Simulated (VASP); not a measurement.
# FeO (Wuestite) (R-3m) in VASP: notebook

Aim: see how the results for FeO (Wuestite) move with the level of theory and the settings. Levels: RPBE, PBE, r2SCAN, LAK. Tasks: single point, relaxation of cell and atoms.

All numbers are computed with VASP 6.6.1; they aren't measurements. Logs are shortened: lines on timing, memory, paths and dates and some standing lists are left out, and cuts for length are marked.

## (1) The crystal as given

The structure is trigonal, space group R-3m (No. 166). The conventional cell has a = 3.038 Å, b = 3.038 Å, c = 7.559 Å, α = 90.00°, β = 90.00°, γ = 120.00°. Fe (site symmetry -3m) is surrounded by 6 O at 2.16 Å. Around O (site symmetry -3m) lie 6 Fe at 2.16 Å.

## (2) Single point, RPBE, collinear spin, ferromagnetic start

File run.py:

```python
from ase.calculators.vasp import Vasp
from ase.dft.bandgap import bandgap
from ase.io import read

atoms = read('FeO.cif')
atoms.set_initial_magnetic_moments([3.0, 0.0])
calc = Vasp(
    directory='calc',
    xc='rpbe',
    pp='PBE',
    setups='minimal',
    prec='Accurate',
    encut=500,
    ediff=1e-07,
    ismear=0,
    sigma=0.02,
    lreal=False,
    lasph=True,
    nelm=150,
    algo='Normal',
    isif=2,
    lwave=False,
    lcharg=False,
    ispin=2,
    lorbit=11,
    lmaxmix=4,
    kpts=[11, 11, 11],
    gamma=True,
    nbands=18,
)
atoms.calc = calc

print('energy (eV):', atoms.get_potential_energy())
print('free energy (eV):', atoms.get_potential_energy(force_consistent=True))
print('forces (eV/A):')
print(atoms.get_forces())
print('stress (eV/A^3, Voigt):', atoms.get_stress())
print('Fermi level (eV):', calc.get_fermi_level())
print('moment (muB):', atoms.get_magnetic_moment())
print('site moments (muB):', atoms.get_magnetic_moments())
gap, top, bottom = bandgap(calc)
print('band gap (eV):', gap, 'from (spin, k, band)', top, 'to', bottom)
```

File FeO.cif:

```cif
data_FeO
_cell_length_a 3.06985759
_cell_length_b 3.06985759
_cell_length_c 3.06985759
_cell_angle_alpha 59.30691343
_cell_angle_beta 59.30691343
_cell_angle_gamma 59.30691343
_space_group_name_H-M_alt 'P1'
_space_group_name_Hall 'P 1'
_space_group_IT_number 1
loop_
_space_group_symop_operation_xyz
'x,y,z'
loop_
_atom_site_label
_atom_site_type_symbol
_atom_site_symmetry_multiplicity
_atom_site_Wyckoff_symbol
_atom_site_fract_x
_atom_site_fract_y
_atom_site_fract_z
_atom_site_occupancy
Fe1 Fe 1 a 0.0000000000 0.0000000000 0.0000000000 1
O1 O 1 a 0.5000000000 0.5000000000 0.5000000000 1
```

Potentials or basis: VASP PAW PBE potentials, release 64 (Fe, O).

Launch:

```
> python run.py
```

Standard output:

```text
energy (eV): -14.12157663
free energy (eV): -14.12174899
forces (eV/A):
[[-0. -0.  0.]
 [ 0.  0.  0.]]
stress (eV/A^3, Voigt): [-0.02459519 -0.02687799 -0.027431    0.00077007  0.00135263  0.00192286]
Fermi level (eV): 6.33846265
moment (muB): 3.9997412
site moments (muB): [3.628 0.298]
band gap (eV): 0.0 from (spin, k, band) (None, None, None) to (None, None, None)
```

OUTCAR:

```text
ENCUT = 500.000000
   EDIFF = 1.00e-07
   GGA = RP
   PREC = Accurate
   ISIF = 2
   ISMEAR = 0
   ISPIN = 2
   LORBIT = 11
   NELM = 150
   LASPH = .TRUE.
   LREAL = .FALSE.

 ion  position               nearest neighbor table
   1  0.000  0.000  0.000-   2 2.16   2 2.16   2 2.16   2 2.16   2 2.16   2 2.16
   2  0.500  0.500  0.500-   1 2.16   1 2.16   1 2.16   1 2.16   1 2.16   1 2.16

  LATTYP: Found a trigonal (rhomboedric) cell.
 ALAT       =     3.0698575900
 COS(alpha) =     0.5104391626

  Lattice vectors:

 A1 = (   3.0698575900,   0.0000000000,   0.0000000000)
 A2 = (   1.5669755375,   2.6398131160,   0.0000000000)
 A3 = (   1.5669755375,   0.8921008073,   2.4845058738)

Analysis of symmetry for initial positions (statically):
=====================================================================
 Subroutine PRICEL returns:
 Original cell was already a primitive cell.

 Routine SETGRP: Setting up the symmetry group for a
 trigonal (rhombohedral) supercell.

 Subroutine GETGRP returns: Found 12 space group operations
 (whereof 12 operations were pure point group operations)
 out of a pool of 12 trial point group operations.

The static configuration has the point symmetry D_3d.

Analysis of symmetry for dynamics (positions and initial velocities):
=====================================================================
 Subroutine PRICEL returns:
 Original cell was already a primitive cell.

 Routine SETGRP: Setting up the symmetry group for a
 trigonal (rhombohedral) supercell.

 Subroutine GETGRP returns: Found 12 space group operations
 (whereof 12 operations were pure point group operations)
 out of a pool of 12 trial point group operations.

The dynamic configuration has the point symmetry D_3d.

Analysis of structural, dynamic, and magnetic symmetry:
=====================================================================
 Subroutine PRICEL returns:
 Original cell was already a primitive cell.

 Routine SETGRP: Setting up the symmetry group for a
 trigonal (rhombohedral) supercell.

 Subroutine GETGRP returns: Found 12 space group operations
 (whereof 12 operations were pure point group operations)
 out of a pool of 12 trial point group operations.

The overall configuration has the point symmetry D_3d.

 Subroutine INISYM returns: Found 12 space group operations
 (whereof 12 operations are pure point group operations),
 and found     1 'primitive' translations

----------------------------------------------------------------------------------------

                                     Primitive cell

  volume of cell :      20.1341

  direct lattice vectors                    reciprocal lattice vectors
     3.069857590  0.000000000  0.000000000     0.325748010 -0.193361856 -0.136019358
     1.566975538  2.639813116  0.000000000     0.000000000  0.378814695 -0.136019358
     1.566975538  0.892100807  2.484505874     0.000000000  0.000000000  0.402494520

  length of vectors
     3.069857590  3.069857590  3.069857590     0.402494520  0.402494520  0.402494520

  position of ions in fractional coordinates (direct lattice)
     0.000000000  0.000000000  0.000000000
     0.500000000  0.500000000  0.500000000

  ion indices of the primitive-cell ions
   primitive index   ion index
                 1           1
                 2           2

----------------------------------------------------------------------------------------

[... 92 lines left out ...]
   LASPH  =      T    aspherical Exc in radial PAW
   ENCUT  =  500.0 eV  36.75 Ry    6.06 a.u.   5.60  5.60  5.60*2*pi/ulx,y,z
   NELM   =    150;   NELMIN=  2; NELMDL= -5     # of ELM steps
   EDIFF  = 0.1E-06   stopping-criterion for ELM
   LREAL  =      F    real-space projection
   EDIFFG = 0.1E-05   stopping-criterion for IOM
   NSW    =      0    number of steps for IOM
   IBRION =     -1    ionic relax: 0-MD 1-quasi-New 2-CG
   NFREE  =      0    steps in history (QN), initial steepest desc. (CG)
   ISIF   =      2    stress and relaxation
   ISYM   =      2    0-nonsym 1-usesym 2-fastsym
   POTIM  = 0.5000    time-step for ionic-motion
   TEBEG  =    0.0;   TEEND  =   0.0 temperature during run
   PSTRESS=    0.0 pullay stress
   NELECT =      14.0000    total number of electrons
   NUPDOWN=      -1.0000    fix difference up-down
   EMIN   =  10.00;   EMAX   =-10.00  energy-range for DOS
   EFERMI =   0.00;   METHOD = LEGACY
   ISMEAR =     0;   SIGMA  =   0.02  broadening in eV -4-tet -1-fermi 0-gaus
   EFERMI_NEDOS =   21; number of points for ismear=-14 and -15
   IALGO  =     38    algorithm
   IMIX   =      4    mixing-type and parameters
     AMIX     =   0.40;   BMIX     =  1.00
     AMIX_MAG =   1.60;   BMIX_MAG =  1.00
  volume/ion in A,a.u.               =      10.07        67.94
  Fermi-wavevector in a.u.,A,eV,Ry     =   1.450353  2.740770 28.620176  2.103524
  Thomas-Fermi vector in A             =   2.567975
   LORBIT       =     11    0 simple, 1 ext, 2 COOP (PROOUT), +10 PAW based schemes
   GGA     = RP    functional components
   LHFCALC =     F    Hartree Fock is set to
   AEXX    =    0.0000 exact exchange contribution
   IVDW    =     0    specifies the selected vdW correction
   LEPSILON=     F    determine dielectric tensor
   LRPA    =     F    only Hartree local field effects (RPA)
 spin polarized calculation
 Gauss-broadening in eV      SIGMA  =   0.02
  energy-cutoff  :      500.00
  volume of cell :       20.13
 maximum number of plane-waves:       531
   NGX = 11   NGY = 11   NGZ = 11

 number of electron      13.9999999 magnetization       3.9997412

 Free energy of the ion-electron system (eV)
  ---------------------------------------------------
  ext. energy  EPLUGINS =         0.00000000
  ---------------------------------------------------
  free energy    TOTEN  =       -14.12174899 eV

  energy without entropy =      -14.12140427  energy(sigma->0) =      -14.12157663

 E-fermi :   6.3385     XC(G=0): -11.9748

 val. band max:        6.3360617413   @ k =   0.4545   0.1818   0.1818
 cond. band min:       6.3386020347   @ k =   0.2727   0.1818   0.1818
 fundamental gap:      0.0025402933
 Fermi energy:         6.3384626510

 spin component 1

 k-point     1 :       0.0000    0.0000    0.0000
  band No.  band energies     occupation
      1     -14.4578      1.00000
      2       2.3442      1.00000
      3       2.4113      1.00000
      4       2.4113      1.00000
      5       2.4573      1.00000
      6       2.5563      1.00000
[... 829 lines left out ...]
     17      32.3737      0.00000
     18      33.6735      0.00000

 [... further k-points ...]

 spin component 2

 k-point     1 :       0.0000    0.0000    0.0000
  band No.  band energies     occupation
      1     -13.9340      1.00000
      2       3.0112      1.00000
      3       3.1137      1.00000
      4       3.1137      1.00000
      5       5.5547      1.00000
      6       5.6331      1.00000
[... 829 lines left out ...]
     17      32.9325      0.00000
     18      34.4375      0.00000

 [... further k-points ...]

------------------------ aborting loop because EDIFF is reached ----------------------------------------

  FORCE on cell =-STRESS in cart. coord.  units (eV):
  Direction    XX          YY          ZZ          XY          YZ          ZX
  --------------------------------------------------------------------------------------
  -------------------------------------------------------------------------------------
  Total        0.4952009      0.5411628      0.5522972     -0.0387150     -0.0155046     -0.0272338
  in kB       39.4058404     43.0632792     43.9492993     -3.0807612     -1.2337855     -2.1671449
  external PRESSURE =      42.1394730 kB  Pullay stress =       0.0000000 kB

 VOLUME and BASIS-vectors are now :
 -----------------------------------------------------------------------------
  energy-cutoff  :      500.00
  volume of cell :       20.13
      direct lattice vectors                 reciprocal lattice vectors
     3.069857590  0.000000000  0.000000000     0.325748010 -0.193361856 -0.136019358
     1.566975538  2.639813116  0.000000000     0.000000000  0.378814695 -0.136019358
     1.566975538  0.892100807  2.484505874     0.000000000  0.000000000  0.402494520

 POSITION                                       TOTAL-FORCE (eV/Angst)
 -----------------------------------------------------------------------------------
      0.00000      0.00000      0.00000        -0.000000     -0.000000      0.000000
      3.10190      1.76596      1.24225         0.000000      0.000000      0.000000
 -----------------------------------------------------------------------------------
    total drift:                               -0.000000      0.000000     -0.000000

  FREE ENERGIE OF THE ION-ELECTRON SYSTEM (eV)
  ---------------------------------------------------
  free  energy   TOTEN  =       -14.1217489878 eV

  energy  without entropy=      -14.1214042740  energy(sigma->0) =      -14.12157663

 total charge

# of ion       s       p       d       tot
------------------------------------------
    1        0.283   0.352   6.075   6.710
    2        1.563   3.445   0.000   5.008
--------------------------------------------------
tot          1.846   3.797   6.075  11.718

 magnetization (x)

# of ion       s       p       d       tot
------------------------------------------
    1        0.026   0.020   3.582   3.628
    2        0.029   0.269   0.000   0.298
--------------------------------------------------
tot          0.055   0.288   3.582   3.926
```

INCAR:

```text
ENCUT = 500.000000
SIGMA = 0.020000
EDIFF = 1.00e-07
ALGO = Normal
GGA = RP
PREC = Accurate
ISIF = 2
ISMEAR = 0
ISPIN = 2
LMAXMIX = 4
LORBIT = 11
NBANDS = 18
NELM = 150
LASPH = .TRUE.
LCHARG = .FALSE.
LWAVE = .FALSE.
LREAL = .FALSE.
MAGMOM = 1*3.0000 1*0.0000
```

It took 48 s on 1 thread of Intel Xeon 6975P-C (Granite Rapids), shared host; peak memory 0.19 GiB.

Results:

- Free energy: -14.1217 eV
- Pressure: 4.2 GPa
- Band gap on the k mesh: none (metal or under the smearing width)
- Net moment: 4.00 μB per cell
- Site moments: Fe +3.63; O +0.30 μB
- Valence electrons inside the program's atomic spheres: Fe 6.71; O 5.01

Stress tensor (GPa, compression positive):
```
 3.94 -0.31 -0.22
-0.31  4.31 -0.12
-0.22 -0.12  4.39
```

Levels at points of the mesh, in eV from the Fermi level:
Spin up:
```
           k point  band 5  band 6  band 7  band 8  band 9  band 10  band 11  band 12  band 13  band 14
(0.00, 0.00, 0.00)   -3.88   -3.78   -3.78   -3.76   -3.76     0.06    15.48    16.72    17.14    17.14
```
Spin down:
| k point | band 1 | band 2 | band 3 | band 4 | band 5 | band 6 | band 7 | band 8 | band 9 | band 10 |
| --- | --- | --- | --- | --- | --- | --- | --- | --- | --- | --- |
| (0.00, 0.00, 0.00) | -20.27 | -3.33 | -3.22 | -3.22 | -0.78 | -0.71 | -0.71 | 0.24 | 0.24 | 0.85 |

Caveat: the PAW data sets were made with another functional, which shifts forces and pressure a little; a cell with one magnetic atom can't hold antiferromagnetic order, which such compounds often take; semilocal functionals often make such compounds metallic where correlation or magnetic order opens a gap, which also shifts bond lengths.

## (3) Single point, PBE, collinear spin, ferromagnetic start

File INCAR:

```
ALGO = Normal
EDIFF = 1E-6
ENCUT = 520
GGA = PE
ISIF = 2
ISMEAR = 0
ISPIN = 2
LASPH = T
LCHARG = F
LMAXMIX = 4
LORBIT = 11
LREAL = F
LWAVE = F
MAGMOM = 3 0
NBANDS = 18
NELM = 150
PREC = Accurate
SIGMA = 0.1
```

File KPOINTS:

```
k-points
0
Gamma
  11 11 11
```

File POSCAR:

```
FeO
1.0
    1.5188209023      0.8768916568      2.5195772846
   -1.5188209023      0.8768916568      2.5195772846
    0.0000000000     -1.7537833136      2.5195772846
Fe O
1 1
Direct
    0.0000000000      0.0000000000      0.0000000000
    0.5000000000      0.5000000000      0.5000000000
```

Potentials or basis: VASP PAW PBE potentials, release 54 (Fe, O).

Launch:

```
> cat potpaw_PBE.54/Fe/POTCAR potpaw_PBE.54/O/POTCAR > POTCAR
> mpirun -np 1 vasp_std > vasp.out
```

OUTCAR:

```text
EDIFF = 1E-6
   ENCUT = 520
   GGA = PE
   ISIF = 2
   ISMEAR = 0
   ISPIN = 2
   LASPH = T
   LORBIT = 11
   LREAL = F
   NELM = 150
   PREC = Accurate

 ion  position               nearest neighbor table
   1  0.000  0.000  0.000-   2 2.16   2 2.16   2 2.16   2 2.16   2 2.16   2 2.16
   2  0.500  0.500  0.500-   1 2.16   1 2.16   1 2.16   1 2.16   1 2.16   1 2.16

  LATTYP: Found a trigonal (rhomboedric) cell.
 ALAT       =     3.0698575869
[... 1925 lines left out ...]
  in kB       -8.5826242     -8.5826242    -18.3497636      0.0000000     -0.0000000     -0.0000000
  external PRESSURE =     -11.8383373 kB  Pullay stress =       0.0000000 kB

 VOLUME and BASIS-vectors are now :
 -----------------------------------------------------------------------------
  energy-cutoff  :      520.00
  volume of cell :       20.13
      direct lattice vectors                 reciprocal lattice vectors
     1.518820902  0.876891657  2.519577285     0.329202738  0.190065290  0.132297324
    -1.518820902  0.876891657  2.519577285    -0.329202738  0.190065290  0.132297324
     0.000000000 -1.753783314  2.519577285     0.000000000 -0.380130579  0.132297324

 POSITION                                       TOTAL-FORCE (eV/Angst)
 -----------------------------------------------------------------------------------
      0.00000      0.00000      0.00000        -0.000000      0.000000      0.000000
      0.00000      0.00000      3.77937         0.000000     -0.000000     -0.000000
 -----------------------------------------------------------------------------------
    total drift:                               -0.000000      0.000000     -0.000000

  FREE ENERGIE OF THE ION-ELECTRON SYSTEM (eV)
  ---------------------------------------------------
  free  energy   TOTEN  =       -14.9326373042 eV

  energy  without entropy=      -14.9252204266  energy(sigma->0) =      -14.92892887

 total charge

# of ion       s       p       d       tot
------------------------------------------
    1        0.286   0.355   6.082   6.722
    2        1.556   3.435   0.000   4.991
--------------------------------------------------
tot          1.842   3.789   6.082  11.713

 magnetization (x)

# of ion       s       p       d       tot
------------------------------------------
    1        0.027   0.021   3.571   3.619
    2        0.030   0.271   0.000   0.301
--------------------------------------------------
tot          0.057   0.292   3.571   3.920
```

OSZICAR:

```text
N       E                     dE             d eps       ncg     rms          rms(c)
DAV:   1     0.678484854778E+02    0.67848E+02   -0.67103E+03 11338   0.904E+02
DAV:   2    -0.129371344147E+02   -0.80786E+02   -0.69016E+02 10840   0.204E+02
DAV:   3    -0.173330370263E+02   -0.43959E+01   -0.42846E+01 12324   0.510E+01
DAV:   4    -0.173645648714E+02   -0.31528E-01   -0.31510E-01 12694   0.412E+00
DAV:   5    -0.173647827178E+02   -0.21785E-03   -0.21784E-03 12650   0.355E-01    0.176E+01
DAV:   6    -0.155910046839E+02    0.17738E+01   -0.15268E+01 14108   0.557E+01    0.201E+01
DAV:   7    -0.149683424634E+02    0.62266E+00   -0.30435E+00 13506   0.332E+01    0.936E+00
DAV:   8    -0.149513153348E+02    0.17027E-01   -0.16765E-01 13140   0.409E+00    0.527E+00
DAV:   9    -0.149357109639E+02    0.15604E-01   -0.67366E-02 16724   0.402E+00    0.106E+00
DAV:  10    -0.149323749955E+02    0.33360E-02   -0.18379E-02 14486   0.275E+00    0.151E-01
DAV:  11    -0.149326120497E+02   -0.23705E-03   -0.24042E-03 13408   0.439E-01    0.631E-02
DAV:  12    -0.149326201133E+02   -0.80637E-05   -0.37706E-05 13394   0.586E-02    0.422E-02
DAV:  13    -0.149326354149E+02   -0.15302E-04   -0.24477E-05 14210   0.549E-02    0.147E-02
DAV:  14    -0.149326374421E+02   -0.20272E-05   -0.31846E-06 11644   0.151E-02    0.648E-03
DAV:  15    -0.149326373042E+02    0.13785E-06   -0.27556E-07  6346   0.508E-03
   1 F= -.14932637E+02 E0= -.14928929E+02  d E =-.741688E-02  mag=     4.0003
```

stdout:

```text
POSCAR found type information on POSCAR FeO
 POSCAR found :  2 types and       2 ions
 scaLAPACK will be used
 LDA part: xc-table for (Slater+PW92), standard interpolation
 POSCAR, INCAR and KPOINTS ok, starting setup
 FFT: planning ... GRIDC
 FFT: planning ... GRID_SOFT
 FFT: planning ... GRID
 WAVECAR not read
 entering main loop
```

It took 65 s on 1 thread of AMD EPYC 9R45 (Zen 5), shared host; peak memory 0.17 GiB.

Results:

- Free energy: -14.9326 eV
- Pressure: -1.2 GPa
- Band gap on the k mesh: none (metal or under the smearing width)
- Net moment: 4.00 μB per cell
- Site moments: Fe +3.62; O +0.30 μB
- Valence electrons inside the program's atomic spheres: Fe 6.72; O 4.99

Levels at points of the mesh, in eV from the Fermi level:
Spin up:
| k point | band 7 | band 8 | band 9 | band 10 | band 11 | band 12 |
| --- | --- | --- | --- | --- | --- | --- |
| (0.00, 0.00, 0.00) | -3.74 | -3.67 | -3.67 | 0.06 | 15.45 | 16.72 |
Spin down:
| k point | band 3 | band 4 | band 5 | band 6 | band 7 | band 8 |
| --- | --- | --- | --- | --- | --- | --- |
| (0.00, 0.00, 0.00) | -3.18 | -3.18 | -0.78 | -0.70 | -0.70 | 0.20 |

Caveat: a cell with one magnetic atom can't hold antiferromagnetic order, which such compounds often take; semilocal functionals often make such compounds metallic where correlation or magnetic order opens a gap, which also shifts bond lengths.

(Part 1 of 2 ends here.)
